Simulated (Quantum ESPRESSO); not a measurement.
Runs of Quantum ESPRESSO 7.5 on Si2W. The structure is tetragonal, space group I4/mmm (No. 139). The conventional cell has a = 3.214 Å, b = 3.214 Å, c = 7.830 Å, α = 90.00°, β = 90.00°, γ = 90.00°. W (site symmetry 4/mmm) has 10 Si at 2.62 Å as nearest neighbours. Around Si (site symmetry 4mm) lie 5 Si at 2.59 to 2.63 Å and 5 W at 2.62 Å. 

```csv
task,level,potentials or basis,U,cell,k mesh,cutoff (eV),smearing,mixing beta,form of the LDA correlation,iterations,start of the occupations,hubbard projectors,mesh quality,gap on the mesh (eV),pressure (GPa),largest force (eV/Å)
phonons,PBEsol,GBRV 1.5 PBEsol,-,relaxed,8 × 8 × 8,612,cold 0.136 eV,0.5,-,-,-,-,coarse,none,0.0,-
phonons,LDA,JTH 2.0 LDA,-,relaxed,10 × 10 × 10,490,cold 0.272 eV,0.5,PW92,-,-,-,not flagged,none,0.0,-
energy-loss spectrum,PBEsol,PseudoDojo 0.4.1 SR PBEsol standard,-,as given,"4 × 4 × 4, shifted",1007,cold 0.272 eV,0.5,-,200,-,-,coarse,none,-1.4,(b)
single point,PBE,SSSP 1.3 efficiency PBE,-,as given,12 × 12 × 12,748,fermi-dirac 0.05 eV,0.5,-,-,-,-,not flagged,none,3.4,0.08
Hubbard U by linear response,LDA+U,JTH 2.0 LDA,W d U = 8 eV,as given,10 × 10 × 10,490,methfessel-paxton 0.136 eV,0.3,PW92,-,default,ortho-atomic,not flagged,none,-6.6,0.56
Wannier functions,PBE,GBRV 1.5 PBE,-,as given,9 × 9 × 9,612,fermi-dirac 0.05 eV,0.5,-,-,-,-,coarse,none,(c),0.05
energy-loss spectrum,PBE,PseudoDojo 0.4 SR PBE stringent,-,as given,"4 × 4 × 4, shifted",1007,methfessel-paxton 0.136 eV,0.5,-,200,-,-,coarse,none,4.0,(a)
phonons,PBE,JTH 2.0 PBE,-,relaxed,10 × 10 × 10,490,cold 0.2 eV,0.5,-,-,-,-,not flagged,none,0.0,-
```

Alike in all rows: no spin polarisation.

Question: Fill in the values left out.

Answer: (a) 0.29; (b) 0.20; (c) 2.5.

Caveats: some runs use coarse meshes; the cutoff is low for these files, which shifts pressure and relaxed volume (some runs); the Lanczos chain is short for so many electrons, so humps in the spectrum may be artefacts (some runs); U without spin polarisation on a metal has little footing (some runs); the U is typed as a test and isn't derived for this compound (some runs); the Wannier minimisation didn't converge (some runs); the wave vector is under the mesh spacing, so the intraband response is poorly sampled (some runs).

A k mesh can miss the band edges, and the runs leave out spin-orbit coupling on W.

A gap of «none» marks a metal or a gap under the smearing width.

Not every run made on this cell is shown here.
